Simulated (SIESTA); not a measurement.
The system is Ta.

```
Ta
1.0
     2.90037    0.00000    0.00000
    -1.45019    2.51180    0.00000
     0.00000    0.00000    5.16627
Ta
2
Cartesian
  0.0000 1.6745 1.2916
  1.4502 0.8373 3.8747
```

This isn't the form of Ta at room conditions, which is bcc.

| Item | Value |
| --- | --- |
| Program | SIESTA 5.4.2 |
| Task | single point |
| Functional | PBE |
| Potentials or basis | PseudoDojo 0.4 standard (PBE files) |
| Basis | DZP (energy shift 0.003 Ry; two zetas on semicore shells) |
| Grid cutoff | 800 Ry |
| Energy shift | 0.003 Ry |
| k mesh | 11 × 11 × 5 |
| Occupations | fermi-dirac, width 0.05 eV |
| Spin | no spin polarisation |

On this cell: pressure -0.1 GPa; largest force under 0.003 eV/Å; band gap on the k mesh none (metal or under the smearing width).

The same run follows on a disturbed copy (atoms moved at random, drawn with an rms of 0.05 Å):

```xyz
2
Lattice="2.9004 0.0000 0.0000 -1.4502 2.5118 0.0000 0.0000 0.0000 5.1663" Properties=species:S:1:pos:R:3 pbc="T T T"
Ta   -0.0172    1.6891    1.2547
Ta    1.4505    0.8163    3.9226
```

Q: What does the disturbed cell give?

A: The energy (extrapolated to zero smearing) moves by +21.6 meV/atom; pressure 0.6 GPa; largest force 1.048 eV/Å; band gap on the k mesh none (metal or under the smearing width).

Forces in eV/Å, atoms in the order of the input:
```
Ta  -0.021  0.036  1.047
Ta   0.021 -0.036 -1.047
```

Stress tensor (GPa, compression positive):
```
-0.24  0.31 -0.08
 0.31  1.22  0.14
-0.08  0.14  0.72
```

Caveats: short orbitals over semicore shells can move pressures by several GPa; the basis of atomic orbitals isn't converged, which shifts pressures, moduli and gaps.
